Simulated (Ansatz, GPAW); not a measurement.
# Geometry or basis: what sets the conductance of a Na chain with a C atom bridging one bond, part 3 of 3

How well does a Na chain with a C atom bridging one bond conduct once its atoms have relaxed, and how much do cheaper levels lose?

GPAW 26.7.0 and Ansatz 0.2.0; Ansatz plane waves; relaxation of the junction with the lead ends held; PAW set soft_1 (the session's first sound run).

So far, transmission at the Fermi level (one spin): step 3 (plane waves, PBE) 0.369; step 5 (GPAW, szp: basis = "szp(dzp)", PBE, GPAW) 0.356; step 6 (minimal basis, PBE, GPAW) 0.352; step 7 (RPBE in the dzp basis: xc = "RPBE") 0.381; step 8 (without the relaxation: geometry = "as built", PBE, GPAW) 0.0501. Also open channels of the lead at the Fermi level (one spin): 1 in steps 3, 4, 5, 6 and 8.

### Step 11. Smearing 0.2, mixing 0.25, mixing history 12: width = 0.2, beta = 0.25 and nmaxold = 12

Smearing helps the SCF of a metal converge, but it blurs occupations at band edges near the Fermi level. Mixing changes the road to self-consistency, not its end. The mixing history changes the road to self-consistency, not its end.

This step: GPAW LCAO, PAW setups; Landauer transmission from Green's functions with principal layers (ASE), zero bias (GPAW 26.7.0).

The input, run.py:

```python
import json
import numpy as np
from ase import Atoms
from ase.transport.calculators import TransportCalculator
from gpaw import GPAW, FermiDirac
from gpaw.lcao.tools import get_lcao_hamiltonian
from scipy.linalg import eigh

# The junction with lead layers at both ends, along the third cell vector
device = Atoms(
    ['Na', 'Na', 'Na', 'Na', 'Na', 'Na', 'Na', 'C', 'Na', 'Na', 'Na', 'Na', 'Na', 'Na', 'Na'],
    positions=[
        [4.50000, 4.50000, 1.65000],
        [4.50000, 4.50000, 4.95000],
        [4.50000, 4.50000, 8.25000],
        [4.50000, 4.50000, 11.55000],
        [4.50000, 4.50000, 14.85000],
        [4.63949, 4.23830, 19.29251],
        [2.68857, 6.28511, 21.65342],
        [4.31263, 4.56707, 21.60334],
        [4.67520, 4.19043, 23.90845],
        [4.47056, 4.45042, 27.97959],
        [4.50000, 4.50000, 31.55000],
        [4.50000, 4.50000, 34.85000],
        [4.50000, 4.50000, 38.15000],
        [4.50000, 4.50000, 41.45000],
        [4.50000, 4.50000, 44.75000]],
    cell=[[9.0, 0.0, 0.0], [0.0, 9.0, 0.0], [0.0, 0.0, 46.4]],
    pbc=True)

# One principal layer of the lead: the first 4 atoms of the device
lead = Atoms(
    ['Na', 'Na', 'Na', 'Na'],
    positions=[
        [4.50000, 4.50000, 1.65000],
        [4.50000, 4.50000, 4.95000],
        [4.50000, 4.50000, 8.25000],
        [4.50000, 4.50000, 11.55000]],
    cell=[[9.0, 0.0, 0.0], [0.0, 9.0, 0.0], [0.0, 0.0, 13.2]],
    pbc=True)

settings = dict(mode='lcao', basis='dzp', xc='PBE', h=0.2,
                occupations=FermiDirac(0.2), maxiter=250,
                mixer=dict(beta=0.25, nmaxold=12, weight=100.0),
                convergence=dict(density=0.0001))
energies = np.arange(-2, 2 + 1e-9, 0.025)
eta = 0.0001
n1, n2 = 1, 1
# k and -k transmit alike, so half of the mesh across the current serves
mesh = [(i, j) for i in range(n1) for j in range(n2) if (i, j) <= (-i % n1, -j % n2)]
weights = np.array([1 if (i, j) == (-i % n1, -j % n2) else 2 for i, j in mesh]) / (n1 * n2)

# [... helper functions left out ...]
fermi_lead = ground_state(lead, (1, 1, 9), 'lead.txt')
fermi_device = ground_state(device, (1, 1, 2), 'device.txt')
# [... loop over the mesh left out, but for ...]
        # Shift the lead onto the potential of the device's first layer
        shift = ((H[:, 0, 0] - H0[:, 0, 0]) / S0[0, 0]).real.mean()
# [...]
kT = 8.617333e-5 * 300
bias = [0.1, 0.2, 0.5, 1.0, 1.5, 2.0]
# [... integrals and printing left out ...]
```

On the command line:

```sh
$ OMP_NUM_THREADS=1 OPENBLAS_NUM_THREADS=1 python run.py
```

Run time: 2.2 min. Hardware: 1 thread of Arm Neoverse V1, shared host; peak memory 1.8 GiB.

This step gave:

```yaml
conductance: 0.3295 G₀
thermopower: -9.685 μV/K
largest_misfit_of_the_first_principal_layer: 0.03743 eV
shift_that_aligns_the_lead: -9.34e-4 eV
transmission_at_the_fermi_level_one_spin: 0.3282
```

One spin. The transmission, zone mean by energy, zero at the Fermi level:

```
energy (eV)  transmission, zone mean
     -2.000                  1.2e-10
     -1.900                  1.2e-10
     -1.800                  1.2e-10
     -1.700                  1.1e-10
     -1.600                  1.1e-10
     -1.500                  1.1e-10
     -1.400                  1.1e-10
     -1.300                  1.1e-10
     -1.200                  9.9e-11
     -1.100                  8.4e-11
     -1.000                  2.6e-11
     -0.900                   2.8e-8
     -0.800                    0.105
     -0.700                    0.960
     -0.600                    0.315
     -0.500                    0.236
     -0.400                    0.256
     -0.350                    0.351
     -0.300                    0.164
     -0.200                    0.251
     -0.100                    0.290
      0.000                    0.328
      0.100                    0.376
      0.200                    0.441
      0.300                    0.531
      0.400                    0.642
      0.500                    0.762
      0.600                    0.864
      0.700                    0.931
      0.800                    0.967
      0.900                    0.985
      1.000                    0.993
      1.100                    0.980
      1.200                    0.898
      1.300                    0.663
      1.400                    0.337
      1.500                    0.122
      1.600                   0.0351
      1.700                  0.00742
      1.800                   0.0218
      1.900                   0.0541
      2.000                    0.109
```

Not self-consistent under bias; the bias window is split evenly. The current through one cell, from the zero-bias transmission by bias:

```
bias (V)  current through one cell, from the zero-bias transmission (μA)
   0.100                                                            2.56
   0.200                                                            5.13
   0.500                                                            13.1
   1.000                                                            29.2
   1.500                                                            54.6
   2.000                                                            75.6
```

Transmission of the three most open eigenchannels against energy, zero at the Fermi level:

| energy (eV) | channel 1 | channel 2 | channel 3 |
| --- | --- | --- | --- |
| -0.900 | 2.8e-8 | 2.8e-11 | 0 |
| -0.800 | 0.105 | 2.3e-10 | 0 |
| -0.700 | 0.960 | 1.5e-11 | 0 |
| -0.600 | 0.315 | 5.0e-11 | 0 |
| -0.500 | 0.236 | 6.4e-11 | 0 |
| -0.400 | 0.256 | 6.8e-11 | 0 |
| -0.300 | 0.164 | 7.6e-11 | 2.1e-12 |
| -0.200 | 0.251 | 7.2e-11 | 0 |
| -0.100 | 0.290 | 7.1e-11 | 0 |
| 0.000 | 0.328 | 7.0e-11 | 0 |
| 0.100 | 0.376 | 6.8e-11 | 0 |
| 0.200 | 0.441 | 6.6e-11 | 0 |
| 0.300 | 0.531 | 6.3e-11 | 0 |
| 0.400 | 0.642 | 6.1e-11 | 0 |
| 0.500 | 0.762 | 5.8e-11 | 0 |
| 0.600 | 0.864 | 5.5e-11 | 0 |
| 0.700 | 0.931 | 5.2e-11 | 0 |
| 0.800 | 0.967 | 4.8e-11 | 0 |
| 0.900 | 0.985 | 4.5e-11 | 0 |
| 1.000 | 0.993 | 4.1e-11 | 0 |
| 1.100 | 0.980 | 3.8e-11 | 0 |
| 1.200 | 0.898 | 3.4e-11 | 0 |
| 1.300 | 0.663 | 3.1e-11 | 0 |
| 1.400 | 0.337 | 2.7e-11 | 0 |
| 1.500 | 0.122 | 2.3e-11 | 0 |
| 1.600 | 0.0351 | 2.0e-11 | 0 |
| 1.700 | 0.00742 | 1.6e-11 | 0 |
| 1.800 | 0.0205 | 7.8e-4 | 4.9e-4 |
| 1.900 | 0.0504 | 0.00197 | 0.00175 |
| 2.000 | 0.102 | 0.00404 | 0.00236 |

The conductance, 0.329 G₀, lies 10 % below that of the dzp run.

### Step 12. Outcome

```yaml
conductance: 0.365 G₀
transmission_at_the_fermi_level_mean_of_the_spins: 0.366
thermopower: -7.26 μV/K
open_channels_of_the_lead_there: 1
```

What this shows: In the dzp basis the junction conducts 0.365 G₀ at 300 K, with T = 0.366 a spin at the Fermi level; the sz basis reaches that conductance within 10 %. Relaxation moved atoms by up to 2.6 Å and took the conductance from 0.0808 to 0.365 G₀, as a ratio a larger change than the step from dzp to the minimal basis. Plane waves (PBE) give T = 0.369 there. The scatterer reflects about 63 % of the incoming channels at the Fermi level. At the Fermi level one eigenchannel carries the current (0.37). The negative thermopower says that the thermally weighted transmission is larger above the Fermi level, as for electron-like transport. Measured against the first run (pw-pbe), the nearest curve is that of dzp (r.m.s. 0.073) and the farthest that of asbuilt (0.39). Over the compared runs wall time goes from 78 s (sz) to 143 s (dzp), on a shared host; the plane-wave run used 4 threads and the orbital runs 1. Moves of this size go well beyond a change of bond lengths: the free chain atoms or the scatterer took up a new arrangement, and the name in the title describes the start. The leads kept an estimated spacing and the cell its length, so the junction may be under some tension or compression. An evenly spaced straight chain is an idealisation: free chains tend to dimerise, zigzag or, where a band edge lies near the Fermi level, turn magnetic. The currents use the zero-bias T(E) throughout, which holds only while the bias is small against the distance to the nearest feature.

[Logs are printed without paths, hosts, clocks, repeated set-up lines and the standing remarks that a program may print on its own settings, such as how far it seeks lower states.]

[Hosts, paths, dates, database ids (printed as entryN), source tags and the programs' standing remarks are cut or masked in the printed files.]
